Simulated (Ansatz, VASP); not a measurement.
Ni: VASP beside Ansatz

File INCAR:

```
PREC     = Accurate       # precision mode
ENCUT    = 520            # plane-wave cutoff, eV
EDIFF    = 1E-7           # SCF threshold, eV
ISMEAR   = -1             # smearing method
SIGMA    = 0.05           # smearing width, eV
LREAL    = F              # projectors in reciprocal space
LASPH    = T              # aspherical terms in the spheres
NELM     = 150            # most SCF steps
ALGO     = Normal         # electronic algorithm
ISIF     = 2              # what is computed and relaxed
LWAVE    = F              # write WAVECAR
LCHARG   = F              # write CHGCAR
ISPIN    = 2              # spin polarisation
MAGMOM   = 1 1            # initial moments
LORBIT   = 11             # projections on sites
LMAXMIX  = 4              # l up to which the mixer works
GGA      = PS             # functional
NBANDS   = 21             # bands
```

File KPOINTS:

```
Automatic mesh
0
Gamma
  15 11 15
```

File POSCAR:

```
Ni
1.0
   -1.7312125197      1.7312125197      0.0000000000
    0.0000000000      0.0000000000      3.4624250394
    1.7312125197      1.7312125197      0.0000000000
Ni
2
Direct
    0.0000000000      0.0000000000      0.0000000000
    0.5000000000      0.5000000000      0.5000000000
```

Input for Ansatz:

```yaml
crystal:
  lattice:
    - [-1.7312125197, 1.7312125197, 0.0]
    - [0.0, 0.0, 3.4624250394]
    - [1.7312125197, 1.7312125197, 0.0]
  atoms:
    - { symbol: Ni, position: [0.0, 0.0, 0.0], spin: 1.0 }
    - { symbol: Ni, position: [0.5, 0.5, 0.5], spin: 1.0 }
magnetization:
  spin_polarized: true
kpoints:
  mp_grid: { grid: [15, 11, 15] }
scf:
  occupations: { method: fermi_dirac, width: 0.05 }
hamiltonian:
  xc: pbesol
  pseudopotentials: { kind: all_electron, lapw: { basis_error: 0.001 } }
output:
  forces: true
  stress: true
  eigenvalues: true
```

Alike in both runs: task single point; functional PBEsol; k mesh 15 × 11 × 15; occupations fermi-dirac, width 0.05 eV; collinear spin.

|  | VASP | Ansatz |
| --- | --- | --- |
| version | VASP 6.6.1 | Ansatz 0.2.0 |
| potentials or method | VASP PAW PBE potentials, release 64 (Ni) | all-electron LAPW, scalar-relativistic |
| plane-wave cutoff (eV) | 520 | see its input |

```tsv
	VASP	Ansatz	Ansatz less VASP
pressure (GPa)	0.1	0.2	+0.04
largest component of the traceless stress (GPa)	0.08	0.04	-0.048
net moment per atom (μB)	0.62	0.63	+0.008
size of the moment on the site where the two differ most (μB)	0.63	0.65	+0.025
```

Site moments also hang on the region over which each program counts them. Ansatz ran all-electron here, so the differences hold the error of VASP's frozen core and of both bases.

Caveats: the PAW data sets were made with another functional, which shifts forces and pressure a little (VASP).
